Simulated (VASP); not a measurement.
# GaAs (110) against 6 partners

Wanted: valence and conduction offsets of ZnSe, GaP, InAs, InP, GaSb and Si on GaAs (110), and what a better gap does to them.

Main program and level: VASP 6.6.1; LDA; plane waves and PAW (Ga_d, As), in the first sound run; inputs show where later runs differ.

## 1. Starting point

It takes space group F-43m (No. 216, cubic). The conventional cell has a = 5.653 Å, b = 5.653 Å, c = 5.653 Å, α = 90.00°, β = 90.00°, γ = 90.00°. Nearest to Ga lie 4 As at 2.45 Å. Nearest to As lie 4 Ga at 2.45 Å. Farther neighbours are not listed.

As a file:

```cif
data_structure
_symmetry_space_group_name_H-M 'F-43m'
_symmetry_Int_Tables_number 216
_cell_length_a 5.6530
_cell_length_b 5.6530
_cell_length_c 5.6530
_cell_angle_alpha 90.000
_cell_angle_beta 90.000
_cell_angle_gamma 90.000
_cell_volume 180.65
loop_
_atom_site_label
_atom_site_type_symbol
_atom_site_symmetry_multiplicity
_atom_site_Wyckoff_symbol
_atom_site_fract_x
_atom_site_fract_y
_atom_site_fract_z
_atom_site_occupancy
Ga1 Ga 4 a 0.00000 0.00000 0.00000 1
As1 As 4 c 0.25000 0.25000 0.25000 1
```

## 2. Relax the substrate crystal, LDA

The substrate sets the in-plane lattice. The uneven mesh leaves it 0.2 % off cubic, and the steps below keep that.

This step took 2 runs in a row; the last is shown.

Level: LDA; plane waves and PAW (Ga_d, As); cell typed or built by script.

Contents of INCAR:

```
SYSTEM = GaAs
PREC = Accurate
ENCUT = 420
EDIFF = 1E-07
NELM = 120
ISMEAR = 0
SIGMA = 0.02
LREAL = .FALSE.
ALGO = Normal
GGA = CA
NBANDS = 24
LORBIT = 11
LWAVE = .FALSE.
LCHARG = .FALSE.
KPAR = 16
IBRION = 2
NSW = 40
ISIF = 3
EDIFFG = -0.005
POTIM = 0.4
```

Contents of POSCAR:

```
GaAs
1.0
    3.9677337384      0.0000000000      0.0000000000
    0.0000000000      5.5997919108      0.0000000000
    0.0000000000      0.0000000000      3.9677337384
Ga As
2 2
Direct
    0.0000000000      0.0000000000      0.0000000000
    0.5000000000      0.5000000000      0.5000000000
    0.5000000000      0.2500000000      0.0000000000
    0.0000000000      0.7500000000      0.5000000000
```

Contents of KPOINTS:

```
Automatic mesh
0
Gamma
7 5 7
0 0 0
```

Potentials, in the order of the species: Ga_d and As (LDA family, release 64).

Launch:

```sh
$ mpirun -np 16 vasp_std
```

The program printed:

```text
[banner, memory and clock lines left out]
running   16 mpi-ranks, on    1 nodes
[...]
|                                                                             |
|           W    W    AA    RRRRR   N    N  II  N    N   GGGG   !!!           |
|           W    W   A  A   R    R  NN   N  II  NN   N  G    G  !!!           |
|           W    W  A    A  R    R  N N  N  II  N N  N  G       !!!           |
|           W WW W  AAAAAA  RRRRR   N  N N  II  N  N N  G  GGG   !            |
|           WW  WW  A    A  R   R   N   NN  II  N   NN  G    G                |
|           W    W  A    A  R    R  N    N  II  N    N   GGGG   !!!           |
|                                                                             |
|     For optimal performance we recommend to set                             |
|       NCORE = 2 up to number-of-cores-per-socket                            |
|     NCORE specifies how many cores store one orbital (NPAR=cpu/NCORE).      |
|     This setting can greatly improve the performance of VASP for DFT.       |
[...]
|     Unfortunately you need to use the default for GW and RPA                |
|     calculations (for HF NCORE is supported but not extensively tested      |
|     yet).                                                                   |
|                                                                             |

 LDA part: xc-table for (Slater(with rela. corr.)+CA(PZ))
 , standard interpolation
 POSCAR, INCAR and KPOINTS ok, starting setup
[...]
entering main loop
       N       E                     dE             d eps       ncg     rms          rms(c)
DAV:   1     0.218170895275E+03    0.21817E+03   -0.15923E+04  1464   0.187E+03
DAV:   2     0.326190835451E+01   -0.21491E+03   -0.20969E+03  1616   0.411E+02
DAV:   3    -0.191684536698E+02   -0.22430E+02   -0.22339E+02  1824   0.112E+02
DAV:   4    -0.197322102238E+02   -0.56376E+00   -0.56350E+00  1656   0.202E+01
[...]
DAV:  13    -0.192750907820E+02   -0.30817E-06   -0.41075E-06  1800   0.823E-03    0.680E-03
DAV:  14    -0.192750904186E+02    0.36335E-06   -0.11777E-06  1336   0.535E-03    0.769E-04
DAV:  15    -0.192750904251E+02   -0.64883E-08   -0.82329E-08   992   0.152E-03
   1 F= -.19275090E+02 E0= -.19275090E+02  d E =-.192751E+02
[...]
reached required accuracy - stopping structural energy minimisation
```

It took 4.4 s on 16 MPI ranks of Intel Xeon 6975P-C (Granite Rapids), shared host; peak memory 2.9 GiB; 58 s of CPU time.

The logs omit lines about the potential files and the build; timing stands in the text.

OUTCAR, selected parts (step 2):

```text
  Total       -0.0133486     -0.0099495     -0.0133486      0.0000000      0.0000000      0.0000000
  in kB       -0.2425991     -0.1808229     -0.2425991      0.0000000      0.0000000      0.0000000
  external PRESSURE =      -0.2220070 kB  Pullay stress =       0.0000000 kB

 POSITION                                       TOTAL-FORCE (eV/Angst)
 -----------------------------------------------------------------------------------
      0.00000      0.00000      0.00000         0.000000      0.000000     -0.000000
      1.98387      2.79990      1.98387        -0.000000      0.000000      0.000000
      1.98387      1.39995      0.00000         0.000000     -0.000000     -0.000000
      0.00000      4.19984      1.98387         0.000000     -0.000000     -0.000000
 -----------------------------------------------------------------------------------
    total drift:                                0.000000      0.000000      0.000000

  FREE ENERGIE OF THE ION-ELECTRON SYSTEM (eV)
  ---------------------------------------------------
  free  energy   TOTEN  =       -19.2750904251 eV

  energy  without entropy=      -19.2750904251  energy(sigma->0) =      -19.27509043

 reached required accuracy - stopping structural energy minimisation

[... 3 further parts left out ...]
[key lines of the parts left out:]
E-fermi :   4.1404
```

Read from the output:

```
energy(sigma→0) of the program : -19.2751 eV
stress, compression positive   : xx, yy, zz -0.02, -0.02, -0.02 GPa
volume                         : 88.157 Å³
ionic steps                    : 1
```

## 3. Bulk band edges, LDA

A bulk run places the substrate's levels against the mean potential at its cores.

Level: LDA; plane waves and PAW (Ga_d, As); cell typed or built by script.

Contents of INCAR:

```
SYSTEM = GaAs
PREC = Accurate
ENCUT = 420
EDIFF = 1E-06
NELM = 100
ISMEAR = 0
SIGMA = 0.02
LREAL = .FALSE.
ALGO = Normal
GGA = CA
NBANDS = 23
LWAVE = .FALSE.
LCHARG = .FALSE.
KPAR = 16
```

POSCAR is that of step 2.

KPOINTS is that of step 2.

Contents of KPOINTS_OPT:

```
Line mode
6
Line-mode
Reciprocal
  0.00000000   0.65000000   0.00000000
  0.00000000   1.00000000   0.00000000

  0.32500000   0.00000000   0.32500000
  0.50000000   0.00000000   0.50000000

  0.00000000   0.50000000   0.50000000
  0.50000000   0.50000000   0.00000000
```

Launch:

```sh
$ mpirun -np 16 vasp_std
```

The program printed:

```text
[banner, memory and clock lines left out]
running   16 mpi-ranks, on    1 nodes
[...]
[... a notice as in an earlier step ...]

 LDA part: xc-table for (Slater(with rela. corr.)+CA(PZ))
 , standard interpolation
 POSCAR, INCAR and KPOINTS ok, starting setup
[...]
entering main loop
       N       E                     dE             d eps       ncg     rms          rms(c)
DAV:   1     0.216185640903E+03    0.21619E+03   -0.15869E+04  1412   0.195E+03
DAV:   2     0.293785766030E+01   -0.21325E+03   -0.20778E+03  1534   0.418E+02
DAV:   3    -0.191628056424E+02   -0.22101E+02   -0.21945E+02  1660   0.115E+02
DAV:   4    -0.197338355942E+02   -0.57103E+00   -0.57060E+00  1703   0.206E+01
[...]
DAV:  11    -0.192750928068E+02   -0.13436E-04   -0.66808E-05  2115   0.877E-02    0.950E-03
DAV:  12    -0.192750904848E+02    0.23220E-05   -0.15802E-05  1669   0.455E-02    0.692E-03
DAV:  13    -0.192750908054E+02   -0.32056E-06   -0.46614E-06  1392   0.886E-03
   1 F= -.19275091E+02 E0= -.19275091E+02  d E =-.636382E-23
 Start KPOINTS_OPT (optional k-point list driver)
k-point batch [1-18\18]
       N       E                     dE             ncg
DAV:   1     0.669033554632E+03   -0.12164E+05      844
DAV:   2    -0.310705746842E+04   -0.37761E+04      905
DAV:   3    -0.353656069140E+04   -0.42950E+03      968
DAV:   4    -0.354942346163E+04   -0.12863E+02      971
DAV:   5    -0.354975932107E+04   -0.33586E+00     1033
DAV:   6    -0.354977850960E+04   -0.19189E-01     1253
DAV:   7    -0.354977870281E+04   -0.19321E-03     1022
DAV:   8    -0.354977870615E+04   -0.33374E-05      820
DAV:   9    -0.354977870633E+04   -0.18004E-06      687
```

Wall time 4 s (16 MPI ranks); peak memory 3.2 GiB.

OUTCAR, selected parts (step 3):

```text
  LATTYP: Found a simple tetragonal cell.
 ALAT       =     3.9677337384
 C/A-ratio  =     1.4113325843

 Subroutine GETGRP returns: Found  8 space group operations
 (whereof  8 operations were pure point group operations)

The static configuration has the point symmetry D_2d.

 Found     30 irreducible k-points:

   k-points           NKPTS =     30   k-points in BZ     NKDIM =     30   number of bands    NBANDS=     23

   dimension x,y,z NGX =    28 NGY =   40 NGZ =   28
   dimension x,y,z NGXF=    56 NGYF=   80 NGZF=   56

   ENCUT  =  420.0 eV  30.87 Ry    5.56 a.u.   6.63  9.36  6.63*2*pi/ulx,y,z

   NELECT =      36.0000    total number of electrons

 E-fermi :   4.1794

 k-point     1 :       0.0000    0.0000    0.0000
  band No.  band energies     occupation
    ...
     14       1.2532      2.00000
     15       1.2532      2.00000
     16       4.0367      2.00000
     17       4.0367      2.00000
     18       4.0476      2.00000
     19       4.5582      0.00000
     20       5.3283      0.00000
     21       5.5650      0.00000
     22       7.7161      0.00000
     23       7.7209      0.00000

 k-point     2 :       0.1429    0.0000    0.0000
  band No.  band energies     occupation
    ...
     14       0.5810      2.00000
     15       1.3985      2.00000
     16       2.2724      2.00000
     17       3.5012      2.00000
     18       3.9494      2.00000
     19       5.5759      0.00000
     20       5.7853      0.00000
     21       6.7594      0.00000
     22       7.7679      0.00000
     23       7.8792      0.00000

  Total       -0.0140724     -0.0106907     -0.0140724      0.0000000     -0.0000000      0.0000000
  in kB       -0.2557544     -0.1942949     -0.2557544      0.0000000     -0.0000000      0.0000000
  external PRESSURE =      -0.2352679 kB  Pullay stress =       0.0000000 kB

 POSITION                                       TOTAL-FORCE (eV/Angst)
 -----------------------------------------------------------------------------------
      0.00000      0.00000      0.00000         0.000000      0.000000     -0.000000
      1.98387      2.79990      1.98387        -0.000000      0.000000     -0.000000
      1.98387      1.39995      0.00000         0.000000      0.000000      0.000000
      0.00000      4.19984      1.98387         0.000000      0.000000      0.000000
 -----------------------------------------------------------------------------------
    total drift:                                0.000000      0.000000      0.000000

  FREE ENERGIE OF THE ION-ELECTRON SYSTEM (eV)
  ---------------------------------------------------
  free  energy   TOTEN  =       -19.2750908054 eV

  energy  without entropy=      -19.2750908054  energy(sigma->0) =      -19.27509081

[... 1 part as in an earlier step ...]

[... 7 further parts left out ...]
```

Read from the output:

```
energy(sigma→0) of the program : -19.2751 eV
stress, compression positive   : xx, yy, zz -0.03, -0.02, -0.03 GPa
```

The run ends at a pressure of -0.02 GPa.

## 4. Bulk band edges, HSE06

At this level only the shift of the substrate's edges against the mean potential of the cell is used.

Level: HSE06; plane waves and PAW (Ga_d, As); cell typed or built by script.

Changes to INCAR since step 3:

```diff
@@ -9,6 +9,11 @@
 ALGO = Normal
-GGA = CA
+LHFCALC = .TRUE.
+AEXX = 0.25
+GGA = PE
+HFSCREEN = 0.2
+LASPH = .TRUE.
 NBANDS = 23
+PRECFOCK = Fast
 LWAVE = .FALSE.
 LCHARG = .FALSE.
-KPAR = 16
+KPAR = 4
```

POSCAR is that of step 3.

Contents of KPOINTS:

```
Automatic mesh
0
Gamma
4 3 4
0 0 0
```

KPOINTS_OPT is that of step 3.

Launch:

```sh
$ mpirun -np 16 vasp_std
```

The program printed:

```text
[banner, memory and clock lines left out]
running   16 mpi-ranks, on    1 nodes
[...]
[... a notice as in an earlier step ...]

|                                                                             |
|               ----> ADVICE to this user running VASP <----                  |
|                                                                             |
|     You enforced a specific xc type in the INCAR file but a different       |
|     [... a line on the potential file left out ...]
|     I HOPE YOU KNOW WHAT YOU ARE DOING!                                     |
|                                                                             |

 LDA part: xc-table for (Slater+PW92), standard interpolation
|                                                                             |
|           W    W    AA    RRRRR   N    N  II  N    N   GGGG   !!!           |
|           W    W   A  A   R    R  NN   N  II  NN   N  G    G  !!!           |
|           W    W  A    A  R    R  N N  N  II  N N  N  G       !!!           |
[...]
DAV:  10    -0.196755831099E+02    0.96721E-06   -0.12519E-06   512   0.111E-02
   1 F= -.19675583E+02 E0= -.19675583E+02  d E =-.913179E-19
 Start KPOINTS_OPT (optional k-point list driver)
k-point batch [1-12\18]
       N       E                     dE             ncg
DAV:   1    -0.169912838264E+03   -0.71292E+04      600
DAV:   2    -0.324035429150E+04   -0.30704E+04      624
DAV:   3    -0.357808688967E+04   -0.33773E+03      704
DAV:   4    -0.359103482748E+04   -0.12948E+02      664
DAV:   5    -0.359128070846E+04   -0.24588E+00      720
DAV:   6    -0.359129119050E+04   -0.10482E-01      888
DAV:   7    -0.359129136361E+04   -0.17311E-03      704
DAV:   8    -0.359129136557E+04   -0.19608E-05      544
DAV:   9    -0.359129136574E+04   -0.17095E-06      472
k-point batch [13-18\18]
       N       E                     dE             ncg
DAV:   1     0.641006012283E+04   -0.55461E+04      296
DAV:   2     0.491307840247E+04   -0.14970E+04      312
DAV:   3     0.474053534866E+04   -0.17254E+03      344
DAV:   4     0.473337865684E+04   -0.71567E+01      320
DAV:   5     0.473323838633E+04   -0.14027E+00      344
DAV:   6     0.473323252637E+04   -0.58600E-02      432
DAV:   7     0.473323239165E+04   -0.13473E-03      368
DAV:   8     0.473323238967E+04   -0.19722E-05      304
DAV:   9     0.473323238958E+04   -0.96909E-07      208
```

It took 83 s on 16 MPI ranks; peak memory 4.3 GiB; 22 min of CPU time.

Parts of OUTCAR (step 4):

```text
 POSITION                                       TOTAL-FORCE (eV/Angst)
 -----------------------------------------------------------------------------------
      0.00000      0.00000      0.00000        -0.000000     -0.000000     -0.000000
      1.98387      2.79990      1.98387        -0.000000      0.000000     -0.000000
      1.98387      1.39995      0.00000         0.000000      0.000000      0.000000
      0.00000      4.19984      1.98387         0.000000      0.000000      0.000000
 -----------------------------------------------------------------------------------
    total drift:                                0.000056     -0.000031      0.000143

  FREE ENERGIE OF THE ION-ELECTRON SYSTEM (eV)
  ---------------------------------------------------
  free  energy   TOTEN  =       -19.6755831099 eV

  energy  without entropy=      -19.6755831099  energy(sigma->0) =      -19.67558311

[... 1 part as in an earlier step ...]

[... 2 further parts left out ...]
[key lines of the parts left out:]
E-fermi :   4.0354
```

Numbers from this step:

| Item | Value |
| --- | --- |
| energy(sigma→0) of the program | -19.6756 eV |

## 5. Bulk band edges, HSE06 with spin-orbit coupling

At this level only the shift of the substrate's edges against the mean potential of the cell is used.

Level: HSE06, spin-orbit coupling; plane waves and PAW (Ga_d, As); cell typed or built by script.

Changes to INCAR since step 4:

```diff
@@ -14,3 +14,7 @@
 LASPH = .TRUE.
-NBANDS = 23
+LNONCOLLINEAR = .TRUE.
+MAGMOM = 0 0 0 0 0 0 0 0 0 0 0 0
+NBANDS = 46
+GGA_COMPAT = .FALSE.
+LSORBIT = .TRUE.
 PRECFOCK = Fast
```

POSCAR is that of step 4.

KPOINTS is that of step 4.

KPOINTS_OPT is that of step 4.

Launch:

```sh
$ mpirun -np 16 vasp_ncl
```

The program printed:

```text
[banner, memory and clock lines left out]
running   16 mpi-ranks, on    1 nodes
[...]
[... a notice as in an earlier step ...]

 [... a notice as in an earlier step ...]

 LDA part: xc-table for (Slater+PW92), standard interpolation
|                                                                             |
|           W    W    AA    RRRRR   N    N  II  N    N   GGGG   !!!           |
|           W    W   A  A   R    R  NN   N  II  NN   N  G    G  !!!           |
|           W    W  A    A  R    R  N N  N  II  N N  N  G       !!!           |
|           W WW W  AAAAAA  RRRRR   N  N N  II  N  N N  G  GGG   !            |
|           WW  WW  A    A  R   R   N   NN  II  N   NN  G    G                |
|           W    W  A    A  R    R  N    N  II  N    N   GGGG   !!!           |
|                                                                             |
|     The number of bands has been changed from the values supplied in        |
|     The orbitals not found in the WAVECAR file will be initialized with     |
[...]
1 F= -.19709672E+02 E0= -.19709672E+02  d E =-.405839E-19  mag=     0.0000    -0.0000    -0.0000
 Start KPOINTS_OPT (optional k-point list driver)
k-point batch [1-15\18]
       N       E                     dE             ncg
DAV:   1     0.990095723682E+03   -0.80452E+04     1632
DAV:   2    -0.367219821644E+04   -0.46623E+04     1528
DAV:   3    -0.443542753169E+04   -0.76323E+03     1608
DAV:   4    -0.449089924437E+04   -0.55472E+02     1752
DAV:   5    -0.449266374463E+04   -0.17645E+01     1640
DAV:   6    -0.449273027098E+04   -0.66526E-01     2144
DAV:   7    -0.449273175608E+04   -0.14851E-02     1912
DAV:   8    -0.449273177719E+04   -0.21113E-04     1744
DAV:   9    -0.449273177769E+04   -0.50014E-06     1120
k-point batch [16-18\18]
       N       E                     dE             ncg
DAV:   1     0.906093178005E+04   -0.24113E+04      320
DAV:   2     0.814174516633E+04   -0.91919E+03      312
DAV:   3     0.798931218312E+04   -0.15243E+03      320
DAV:   4     0.797816297910E+04   -0.11149E+02      368
DAV:   5     0.797779210487E+04   -0.37087E+00      320
DAV:   6     0.797777843508E+04   -0.13670E-01      440
DAV:   7     0.797777819608E+04   -0.23901E-03      360
DAV:   8     0.797777819234E+04   -0.37408E-05      392
DAV:   9     0.797777819225E+04   -0.91018E-07      232
```

Elapsed: 9.8 min, on 16 MPI ranks; peak memory 6.6 GiB.

Parts of OUTCAR (step 5):

```text
 POSITION                                       TOTAL-FORCE (eV/Angst)
 -----------------------------------------------------------------------------------
      0.00000      0.00000      0.00000         0.000000     -0.000000     -0.000000
      1.98387      2.79990      1.98387         0.000000      0.000000     -0.000000
      1.98387      1.39995      0.00000         0.000000     -0.000000      0.000000
      0.00000      4.19984      1.98387        -0.000000     -0.000000      0.000000
 -----------------------------------------------------------------------------------
    total drift:                                0.000042      0.000023      0.000035

  FREE ENERGIE OF THE ION-ELECTRON SYSTEM (eV)
  ---------------------------------------------------
  free  energy   TOTEN  =       -19.7096724413 eV

  energy  without entropy=      -19.7096724413  energy(sigma->0) =      -19.70967244

[... 1 part as in an earlier step ...]

[... 2 further parts left out ...]
[key lines of the parts left out:]
E-fermi :   4.1474
```

This run gave:

| Property | Result |
| --- | --- |
| energy(sigma→0) of the program | -19.7097 eV |

[end of part 1 of 3]

[Lines on the potential files, build, host, timing and source positions are cut from VASP's logs without a mark.]

[Logs are printed without paths, hosts, clocks, repeated set-up lines and the standing remarks that a program may print on its own settings, such as how far it seeks lower states.]

[Hosts, paths, dates, database ids (printed as entryN), source tags and the programs' standing remarks are cut or masked in the printed files.]

[In band tables of VASP the shares of atoms and orbitals are scaled to a sum of 1 inside the atoms' spheres.]
